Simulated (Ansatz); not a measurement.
# Choice of functional: BeSe

```
Be Se
1.0
     0.00000    2.58854    2.58854
     2.58854    0.00000    2.58854
     2.58854    2.58854    0.00000
Be Se
1 1
Direct
  0.00000 0.00000 0.00000
  0.25000 0.25000 0.25000
```

Atom numbers follow the list: Be1, Se2.

The conventional cell has a = 5.177 Å, b = 5.177 Å, c = 5.177 Å, α = 90.00°, β = 90.00°, γ = 90.00°. Be (atom 1) is surrounded by 4 Se at 2.24 Å. Se (atom 2) is surrounded by 4 Be at 2.24 Å.

The structure comes from a relaxation in the same program, started in the zincblende type, and has space group F-43m. Whether it is a known phase or the ground state wasn't checked.

One fixed cell is solved with several functionals by PAW (frozen-core files) in Ansatz 0.2.0, scalar-relativistically. A positive pressure means that the functional wants a larger cell.

The PAW files were made with PBE; their cores are remade for each functional.

Settings: a Γ-centred 14×14×14 k mesh, Fermi–Dirac smearing of 0.05 eV, cutoff 420 eV, no spin polarisation.

Cutoffs: PBE 420 eV, LDA 420 eV, PBEsol 420 eV, r²SCAN 500 eV.

(1) One of the runs gave P (GPa) = -4.21, gap over the k mesh and a high-symmetry path (eV) = 2.52, lowest level at Γ above −25 eV, from the valence-band top or, without a gap, the Fermi level (eV) = -13.72. Which setting was it?
A. LDA
B. r²SCAN
C. PBE
D. PBEsol

## Answers

(1) A. The full set:
```
setting  P (GPa)  gap over the k mesh and a high-symmetry path (eV)  lowest level at Γ above −25 eV, from the valence-band top or, without a gap, the Fermi level (eV)
    PBE     0.03                                               2.67                                                                                             -13.68
    LDA    -4.21                                               2.52                                                                                             -13.72
 PBEsol    -2.11                                               2.53                                                                                             -13.71
 r²SCAN    -0.69                                               3.14                                                                                             -14.21
```
